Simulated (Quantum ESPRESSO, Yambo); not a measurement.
# BP (F-43m): Bethe-Salpeter spectra with Yambo, part 2 of 4

How far does the k mesh set the exciton binding of BP (F-43m)?

Quantum ESPRESSO 7.5 and Yambo 5.3.0; PBE and many-body steps on it, plane waves. Known limits of the many-body steps: not at the basis limit; coarse k mesh; bindings not settled in the k mesh.

So far. Step 4 (Screening and self-energy, 4×4×4 mesh, 57 bands …): The gap on the mesh goes from 1.35 eV to 2.00 eV, a correction of +0.65 eV. Step 5 (Empty states on the mesh, 4×4×4 mesh, 12 bands): On this mesh the gap is 1.347 eV.

### 7. Excitons

Optical absorption needs the electron-hole interaction, solved here in a basis of vertical transitions on the mesh.

This step: Bethe-Salpeter equation on PBE with a scissors shift, plane waves, norm-conserving pseudopotentials.

bse3.in

```
optics
bss
bse
em1s
dipoles
rim_cut
RandQpts= 1000000
RandGvec= 1 RL
Chimod= "HARTREE"
BSKmod= "SEX"
BSEmod= "resonant"
BSSmod= "d"
BSENGexx= 20 Ry
BSENGBlk= 4 Ry
% BSEQptR
 1 | 1 |
%
% BSEBands
 2 | 8 |
%
% BEnRange
 0 | 6 | eV
%
% BDmRange
 0.1 | 0.1 | eV
%
BEnSteps= 121
% BLongDir
 1 | 0 | 0 |
%
% BndsRnXs
 1 | 12 |
%
NGsBlkXs= 4 Ry
% LongDrXs
 1 | 1 | 1 |
%
% KfnQP_E
 0.85 | 1.0 | 1.0 |
%
WRbsWF
FFTGvecs= 31 Ry
```

On the command line:

```sh
$ OMP_NUM_THREADS=1 mpirun -n 4 yambo -F bse3.in -J bse3 -C bse3 > bse3.log
```

Output:

```text
 Yambo, version 5.3.0

 [02] CORE Variables Setup
 =========================

  [... cell, symmetries and grids as in the set-up ...]

  [02.05] Energies & Occupations
  ==============================

  [X] === General ===
  [X] Electronic Temperature                        :  0.000000  0.000000 [eV K]
  [X] Bosonic    Temperature                        :  0.000000  0.000000 [eV K]
  [X] Finite Temperature mode                       : no
  [X] El. density                                   :  0.34242E+24 [cm-3]
  [X] Fermi Level                                   :  9.241275 [eV]

  [X] === Gaps and Widths ===
  [X] Conduction Band Min                           :  1.347324 [eV]
  [X] Valence Band Max                              :  0.000000 [eV]
  [X] Filled Bands                                  :   4
  [X] Empty Bands                                   :   5  12
  [X] Direct Gap                                    :  3.406803 [eV]
  [X] Direct Gap localized at k                     :  1
  [X] Indirect Gap                                  :  1.347324 [eV]
  [X] Indirect Gap between kpts                     :   1   7
  [X] Last valence band width                       :  5.466755 [eV]
  [X] 1st conduction band width                     :  3.986001 [eV]

 [03] Transferred momenta grid and indexing
 ==========================================

 [BZ sampling] Q-grid is User defined and/or read from the database

 IBZ Q-points                                      :   8
 BZ  Q-points                                      :   64

 K/Q-points units:
 rlu = crystal or reduced units; cc = cartesian coordinates; iku = interal k-units

 Q [1]          [rlu]:  0.000000  0.000000  0.000000
 Q [2]          [rlu]: -0.10617E-17 -0.10617E-17  0.25000
 Q [3]          [rlu]:  0.21235E-17  0.21235E-17 -0.50000
 Q [4]          [rlu]: -0.90507E-17  0.25000      0.25000
 Q [5]          [rlu]:  0.10377E-16  0.25000      0.50000
 Q [6]          [rlu]:  0.21235E-17  0.25000     -0.25000
 Q [7]          [rlu]:  0.18101E-16 -0.50000     -0.50000
 Q [8]          [rlu]:  0.250000 -0.500000 -0.250000

  [03.01] X + BSE indexes
  =======================

   [03.01.01] Sigma indexes
   ========================

 [04] Coloumb potential Random Integration (RIM)
 ===============================================

  [04.01] RIM initialization
  ==========================

  * Diagonal components only detected *

  8 x (sBL volume)        :  0.196662 [a.u.]
  sBZ random points       :  1000000
  Points outside the sBZ  :   7987327
  RL volume               :  1.573293 [a.u.]
  Integrated volume       :  1.575789 [a.u.]

  [04.02] RIM integrals
  =====================

  Gamma point sphere radius             :  0.105485 [a.u.]
  Points outside the sphere             :   799513
  [Int_sBZ(q=0) 1/q^2]*(Vol_sBZ)^(-1/3) =:  7.764325
                                 should be <:  7.795600

  Summary of Coulomb integrals for non-metallic bands |Q|[au] RIM/Bare

  Q [1] 0.100000E-4 0.995988 * Q [2] 0.317261 1.066317
  Q [4] 0.366342 1.065091 * Q [6] 0.518086 1.027759
  Q [5] 0.607509 1.020584 * Q [3] 0.634523 1.018268
  Q [7] 0.732684 1.014689 * Q [8] 0.819165 1.011648

 [05] External/Internal QP corrections
 =====================================

 [QP_apply] Action to be applied: USER defined scissor

  [05.01]  QP corrections report
  ==============================

  [K+QP] === General ===
  [K+QP] Electronic Temperature                     :  0.000000  0.000000 [eV K]
  [K+QP] Bosonic    Temperature                     :  0.000000  0.000000 [eV K]
  [K+QP] Finite Temperature mode                    : no
  [K+QP] El. density                                :  0.34242E+24 [cm-3]
  [K+QP] Fermi Level                                :  0.000000 [eV]

  [K+QP] === Gaps and Widths ===
  [K+QP] Conduction Band Min                        :  2.197324 [eV]
  [K+QP] Valence Band Max                           :  0.000000 [eV]
  [K+QP] Filled Bands                               :   4
[...]
scatter_Gamp :      0.0001s P4 ( 8 calls,   0.010 msec avg) [MAX]      0.0001s P1 ( 8 calls,   0.009 msec avg) [min]
                                    io_BSS_diago :      0.0108s P1 ( 2 calls,   5.381 msec avg) [MAX]      0.0001s P4 ( 2 calls,   0.045 msec avg) [min]
                                       X (REDUX) :      0.0015s P3 ( 8 calls,   0.183 msec avg) [MAX]      0.0001s P1 ( 8 calls,   0.018 msec avg) [min]
                         IO_and_Messaging_switch :      0.0002s P2 (85 calls,   0.002 msec avg) [MAX]      0.0001s P4 (83 calls,   0.002 msec avg) [min]
                          BSE components folding :      0.0002s P4 [MAX]      0.0002s P1 [min]
                                      Xo (REDUX) :      0.0199s P4 ( 8 calls,   2.492 msec avg) [MAX]      0.0004s P1 ( 8 calls,   0.049 msec avg) [min]
                                  eval_G_minus_G :      0.0005s P3 [MAX]      0.0005s P2 [min]
                                    PP_uspp_init :      0.0007s P4 (24 calls,   0.031 msec avg) [MAX]      0.0007s P3 (24 calls,   0.029 msec avg) [min]
                               SERIAL_lin_system :      0.0009s P1 ( 8 calls,   0.108 msec avg)
                              BSE matrix filling :      0.0014s P4 [MAX]      0.0012s P2 [min]
                                   X (procedure) :      0.0027s P1 ( 8 calls,   0.343 msec avg) [MAX]      0.0014s P3 ( 8 calls,   0.173 msec avg) [min]
                                     BSE dipoles :      0.0048s P4 [MAX]      0.0048s P2 [min]
                                        io_QINDX :      0.0099s P1 ( 5 calls,   1.978 msec avg) [MAX]      0.0049s P3 ( 3 calls,   1.645 msec avg) [min]
                                     K_WF_phases :      0.0419s P1 [MAX]      0.0068s P3 [min]
                              BSE matrix (REDUX) :      0.0080s P2 [MAX]      0.0078s P4 [min]
                                            io_X :      0.0343s P1 (25 calls,   1.370 msec avg) [MAX]      0.0090s P2 (25 calls,   0.358 msec avg) [min]
                                     io_KB_pwscf :      0.0095s P3 (10 calls,   0.951 msec avg) [MAX]      0.0093s P1 (10 calls,   0.926 msec avg) [min]
                                 bz_samp_indexes :      0.0096s P1 [MAX]      0.0096s P2 [min]
                                         io_GROT :      0.0101s P3 ( 2 calls,   5.045 msec avg) [MAX]      0.0100s P2 ( 2 calls,   4.984 msec avg) [min]
                                           io_BS :      0.0102s P2 (47 calls,   0.217 msec avg) [MAX]      0.0100s P1 (47 calls,   0.213 msec avg) [min]
                                      T_space IP :      0.0102s P3 [MAX]      0.0101s P1 [min]
                                      io_DIPOLES :      0.0234s P1 (25 calls,   0.937 msec avg) [MAX]      0.0121s P2 (17 calls,   0.714 msec avg) [min]
                                       FFT_setup :      0.0188s P1 (25 calls,   0.750 msec avg) [MAX]      0.0175s P4 (24 calls,   0.730 msec avg) [min]
                                     io_fragment :      0.0314s P1 (84 calls,   0.374 msec avg) [MAX]      0.0238s P3 (66 calls,   0.361 msec avg) [min]
                                     WF_load_FFT :      0.0258s P1 (25 calls,   1.034 msec avg) [MAX]      0.0244s P3 (24 calls,   1.016 msec avg) [min]
                                  DIPOLE_g_space :      0.0373s P1 [MAX]      0.0372s P4 [min]
                                           io_WF :      0.0435s P2 (90 calls,   0.483 msec avg) [MAX]      0.0412s P3 (86 calls,   0.480 msec avg) [min]
                                T_space EXX Osc. :      0.0481s P2 (15 calls,   3.210 msec avg) [MAX]      0.0448s P4 (14 calls,   3.198 msec avg) [min]
                                  Xo (procedure) :      0.0584s P1 ( 8 calls,   7.300 msec avg) [MAX]      0.0577s P4 ( 8 calls,   7.209 msec avg) [min]
                               T_space CORR Osc. :      0.1698s P2 (36 calls,   4.717 msec avg) [MAX]      0.1559s P1 (36 calls,   4.331 msec avg) [min]
                            X T_space Kernel sum :      0.2666s P3 (64 calls,   4.165 msec avg) [MAX]      0.1756s P1 (72 calls,   2.439 msec avg) [min]
                                X T_space Kernel :      0.4961s P3 [MAX]      0.4411s P1 [min]
                                             RIM :      0.4839s P3 [MAX]      0.4834s P4 [min]
                                         Dipoles :      1.0542s P1 [MAX]      1.0541s P2 [min]
                SERIAL_HERMITIAN_diagonalization :      1.3216s P3 [MAX]      1.3150s P4 [min]
                                  LINEAR ALGEBRA :      1.3216s P3 [MAX]      1.3150s P4 [min]
                                    Diago Solver :      1.3546s P1 [MAX]      1.3428s P2 [min]

 [11] Game Over & Game summary
```

Elapsed: 4.2 s, on 4 MPI ranks of Arm Neoverse V2, shared host; peak memory 1.1 GiB; 12 s of CPU time.

This step gave:

```yaml
transitions_in_the_window: 768
direct_gap_of_the_transition_levels: 4.257 eV
lowest_state: 4.007 eV
first_strong_exciton_over_a_fiftieth_of_the_strongest_listed: 4.007 eV
binding_of_the_lowest_state_below_the_direct_gap: 0.2501 eV
coulomb_term_of_one_mesh_cell: 0.2741 eV
```

The binding is 0.91 times the screened Coulomb term of one mesh cell (0.27 eV), so it is not shown settled.

The lowest state lies at 4.007 eV, 0.250 eV under the direct gap.

Lines within 3 meV are set at the lowest of them, and the highest group, which the list may cut short, is left out. Exciton lines, with heights relative to the strongest:

| position (eV) | lines merged | strength, relative |
| --- | --- | --- |
| 4.007 | 3 | 4.7 |
| 4.018 | 3 | 41 |
| 4.046 | 2 | 0.3 |
| 4.074 | 1 | 0.0 |
| 5.123 | 3 | 100 |
| 5.148 | 3 | 0.0 |
| 5.170 | 3 | 0.0 |
| 5.198 | 3 | 0.7 |

The ε₂ has structure finer than the step of the table below, so its rows give means over 0.25 eV, whole bins alone (the curve runs from 0 to 6 eV). Peaks (eV: height): BSE 4.000: 39.3, 5.150: 86.3, 5.650: 100; no electron-hole interaction 4.250: 26.1, 5.400: 36.5, 5.950: 43.

Field along x; broadening 0.1 eV; transition window only. Limits: finite bands, cutoff and mesh; coarse k mesh; exciton not shown settled in the k mesh. Table of ε₂ by photon energy; means over each step:

| photon energy (eV) | BSE | no electron-hole interaction |
| --- | --- | --- |
| 0.25 | 0.128 | 0.0962 |
| 0.50 | 0.143 | 0.105 |
| 0.75 | 0.159 | 0.116 |
| 1.00 | 0.179 | 0.128 |
| 1.25 | 0.203 | 0.143 |
| 1.50 | 0.233 | 0.160 |
| 1.75 | 0.271 | 0.182 |
| 2.00 | 0.319 | 0.208 |
| 2.25 | 0.384 | 0.241 |
| 2.50 | 0.473 | 0.285 |
| 2.75 | 0.605 | 0.345 |
| 3.00 | 0.817 | 0.432 |
| 3.25 | 1.21 | 0.572 |
| 3.50 | 2.20 | 0.833 |
| 3.75 | 6.82 | 1.49 |
| 4.00 | 28.6 | 4.77 |
| 4.25 | 9.83 | 18.6 |
| 4.50 | 5.14 | 5.74 |
| 4.75 | 9.00 | 2.77 |
| 5.00 | 44.8 | 3.89 |
| 5.25 | 49.2 | 15.3 |
| 5.50 | 50.6 | 22.5 |
| 5.75 | 60.2 | 14.8 |

### 8. Triplet (no exchange term)

bse4.in, as its differences from bse3.in of step 7:

```diff
@@ -12,3 +12,3 @@
 BSSmod= "d"
-BSENGexx= 20 Ry
+BSENGexx= 1 RL
 BSENGBlk= 4 Ry
```

On the command line:

```sh
$ OMP_NUM_THREADS=1 mpirun -n 4 yambo -F bse4.in -J bse4,bse3_W -C bse4 > bse4.log
```

Output:

```text
 Yambo, version 5.3.0

 [02] CORE Variables Setup
 =========================

  [... cell, symmetries and grids as in the set-up ...]

  [02.05] Energies & Occupations
  ==============================

  [X] === General ===
  [X] Electronic Temperature                        :  0.000000  0.000000 [eV K]
  [X] Bosonic    Temperature                        :  0.000000  0.000000 [eV K]
  [X] Finite Temperature mode                       : no
  [X] El. density                                   :  0.34242E+24 [cm-3]
  [X] Fermi Level                                   :  9.241275 [eV]

  [X] === Gaps and Widths ===
  [X] Conduction Band Min                           :  1.347324 [eV]
  [X] Valence Band Max                              :  0.000000 [eV]
  [X] Filled Bands                                  :   4
  [X] Empty Bands                                   :   5  12
  [X] Direct Gap                                    :  3.406803 [eV]
  [X] Direct Gap localized at k                     :  1
  [X] Indirect Gap                                  :  1.347324 [eV]
  [X] Indirect Gap between kpts                     :   1   7
  [X] Last valence band width                       :  5.466755 [eV]
  [X] 1st conduction band width                     :  3.986001 [eV]

 [03] Transferred momenta grid and indexing
 ==========================================

 IBZ Q-points                                      :   8
 BZ  Q-points                                      :   64

 K/Q-points units:
 rlu = crystal or reduced units; cc = cartesian coordinates; iku = interal k-units

 Q [1]          [rlu]:  0.000000  0.000000  0.000000
 Q [2]          [rlu]: -0.10617E-17 -0.10617E-17  0.25000
 Q [3]          [rlu]:  0.21235E-17  0.21235E-17 -0.50000
[...]
io_DIPOLES :      0.0082s P4 ( 7 calls,   1.169 msec avg) [MAX]      0.0080s P1 ( 7 calls,   1.138 msec avg) [min]
                    BSE matrix (REDUX) :      0.0088s P2 [MAX]      0.0085s P3 [min]
                                 io_BS :      0.0105s P1 (47 calls,   0.223 msec avg) [MAX]      0.0101s P4 (43 calls,   0.234 msec avg) [min]
                               io_GROT :      0.0102s P3 ( 2 calls,   5.109 msec avg) [MAX]      0.0101s P2 ( 2 calls,   5.054 msec avg) [min]
                            T_space IP :      0.0101s P1 [MAX]      0.0101s P3 [min]
                           WF_load_FFT :      0.0151s P1 (16 calls,   0.945 msec avg) [MAX]      0.0138s P3 (15 calls,   0.922 msec avg) [min]
                             FFT_setup :      0.0167s P1 (17 calls,   0.982 msec avg) [MAX]      0.0157s P3 (16 calls,   0.980 msec avg) [min]
                           io_fragment :      0.0177s P2 (45 calls,   0.392 msec avg) [MAX]      0.0171s P3 (43 calls,   0.397 msec avg) [min]
                                 io_WF :      0.0270s P1 (56 calls,   0.482 msec avg) [MAX]      0.0249s P3 (52 calls,   0.479 msec avg) [min]
                                  io_X :      0.0281s P3 (24 calls,   1.170 msec avg) [MAX]      0.0277s P1 (24 calls,   1.152 msec avg) [min]
                      T_space EXX Osc. :      0.0456s P1 (15 calls,   3.037 msec avg) [MAX]      0.0424s P3 (14 calls,   3.025 msec avg) [min]
                  X T_space Kernel sum :      0.1616s P3 (64 calls,   2.526 msec avg) [MAX]      0.1065s P1 (72 calls,   1.479 msec avg) [min]
                     T_space CORR Osc. :      0.1696s P2 (36 calls,   4.710 msec avg) [MAX]      0.1563s P1 (36 calls,   4.342 msec avg) [min]
                      X T_space Kernel :      0.3899s P3 [MAX]      0.3359s P1 [min]
      SERIAL_HERMITIAN_diagonalization :      1.3239s P4 [MAX]      1.3145s P2 [min]
                        LINEAR ALGEBRA :      1.3239s P4 [MAX]      1.3145s P2 [min]
                          Diago Solver :      1.3603s P1 [MAX]      1.3482s P2 [min]

 [11] Game Over & Game summary
[key lines of the parts left out:]
Dipoles :      0.0026s P1 [MAX]      0.0025s P4 [min]
```

It took 2.5 s on 4 MPI ranks; peak memory 1 GiB.

The lowest triplet lies at 3.983 eV; without spin-orbit coupling triplets are dark, so no spectrum is read.

### 9. Empty states on the mesh, 6×6×6 mesh, 12 bands

This step: Quantum ESPRESSO 7.5; DFT, PBE, plane waves, norm-conserving pseudopotentials.

pw.in

```
&control
  calculation = 'nscf'
  prefix = 'x'
  outdir = 'o'
  pseudo_dir = 'pseudo'
/
&system
  ibrav = 0
  nat = 2
  ntyp = 2
  ecutwfc = 68.0
  nbnd = 12
  force_symmorphic = .true.
/
&electrons
  conv_thr = 1e-9
  electron_maxstep = 80
  diago_full_acc = .true.
  diago_thr_init = 5e-6
/
ATOMIC_SPECIES
  B 10.81 B.upf
  P 30.974 P.upf
CELL_PARAMETERS angstrom
  0.0000000000 2.2690000000 2.2690000000
  2.2690000000 0.0000000000 2.2690000000
  2.2690000000 2.2690000000 0.0000000000
ATOMIC_POSITIONS crystal
  B 0.0000000000 0.0000000000 0.0000000000
  P 0.2500000000 0.2500000000 0.2500000000
K_POINTS automatic
  6 6 6 0 0 0
```

On the command line:

```sh
$ OMP_NUM_THREADS=1 mpirun -n 4 pw.x -nk 4 -in pw.in > pw.out
```

Output:

```text
[banner, memory and clock lines left out]
Program PWSCF v.7.5 starts

     Atomic positions and unit cell read from directory:
     o/x.save/

     Message from routine setup:
     using ibrav=0 with symmetry is DISCOURAGED, use correct ibrav instead

     G-vector sticks info

     bravais-lattice index     =            0
     lattice parameter (alat)  =       6.0638  a.u.
     unit-cell volume          =     157.6631 (a.u.)^3
     number of atoms/cell      =            2
     number of atomic types    =            2
     number of electrons       =         8.00
[...]
-6.2179   9.2413   9.2413   9.2413  12.6481  12.6481  12.6481  16.5991
    20.7643  21.2875  21.2875  24.9388

          k = 0.1179 0.1179-0.1179 (  1477 PWs)   bands (ev):

    -5.7201   6.4078   8.5772   8.5772  13.2612  13.5500  13.5500  17.8913
    20.1373  20.1373  22.0007  24.4332

          k = 0.2357 0.2357-0.2357 (  1501 PWs)   bands (ev):

    -4.3031   2.5135   7.7737   7.7737  13.1362  14.1017  14.1017  19.3485
    21.0767  21.0767  22.6711  26.9851

          k =-0.3536-0.3536 0.3536 (  1476 PWs)   bands (ev):

     [... further k-points ...]

     highest occupied, lowest unoccupied level (ev):     9.2413   10.5886

     XML data file, pseudopotentials, collected wavefunctions
```

Elapsed: 1 s, on 4 MPI ranks; peak memory 0.05 GiB; 3.7 s of CPU time.

Numbers from this step:

```yaml
gap: 1.347 eV
k_of_the_valence_top: 0, 0, 0
k_of_the_conduction_bottom: 0, -0.5, -0.5
least_direct_gap: 3.407 eV
k_points_computed: 16
lowest_point_of_the_top_converged_band_above_the_valence_top: 15.19 eV
```

On this mesh the gap is 1.347 eV.

### 10. Conversion and set-up

This step: Yambo 5.3.0; conversion and set-up on PBE, plane waves, norm-conserving pseudopotentials.

On the command line:

```sh
$ (cd o/x.save; p2y > p2y.log; mv SAVE ../..); yambo > setup.log
```

Output:

```text
 Yambo, version 5.3.0

 [02] CORE Variables Setup
 =========================

  [02.01] Unit cells
  ==================

  Cell kind             :  FCC
  Atoms in the cell     :  B  P
  number of B  atoms    :  1
  number of P  atoms    :  1

  List of atomic masses
  Mass of B     :  10.81000
  Mass of P     :  30.97400

  List of atomic coordinates    : [cc]
  B1       :  0.000000  0.000000  0.000000  order 1
  P1       :  2.143894  2.143894  2.143894  order 2

  Alat factors          :  4.287789  4.287789  4.287789 [a.u.]
  Direct lattice volume :  157.6631 [a.u.]
[...]
Q [ 1]         [rlu]:  0.000000  0.000000  0.000000
 Q [ 2]         [rlu]: -0.53337E-17 -0.53337E-17  0.16667
 Q [ 3]         [rlu]: -0.10667E-16 -0.10667E-16  0.33333
[...]
Q [ 8]         [rlu]:  0.21235E-17  0.16667     -0.33333
 Q [ 9]         [rlu]:  0.29609E-16  0.16667     -0.16667
 Q [10]         [rlu]: -0.31009E-16  0.33333      0.33333
     [... 4 further rows ...]
 Q [15]         [rlu]:  0.166667  0.333333 -0.333333
 Q [16]         [rlu]:  0.166667 -0.500000 -0.333333

  [03.01] X indexes
  =================

   [03.01.01] Sigma indexes
   ========================

 [06] Game Over & Game summary
```

Wall time 1.8 s (1 MPI rank); peak memory 0.23 GiB.

(Part 2 of 4 ends here.)

[Paths, hosts, dates, memory and timing lines, banners, echoed tables and standing remarks are left out of the program output.]

[Logs are printed without paths, hosts, clocks, repeated set-up lines and the standing remarks that a program may print on its own settings, such as how far it seeks lower states.]

[Runs of the session that timed out or met a known fault of the program may be left out.]

[Hosts, paths, dates, database ids (printed as entryN), source tags and the programs' standing remarks are cut or masked in the printed files.]
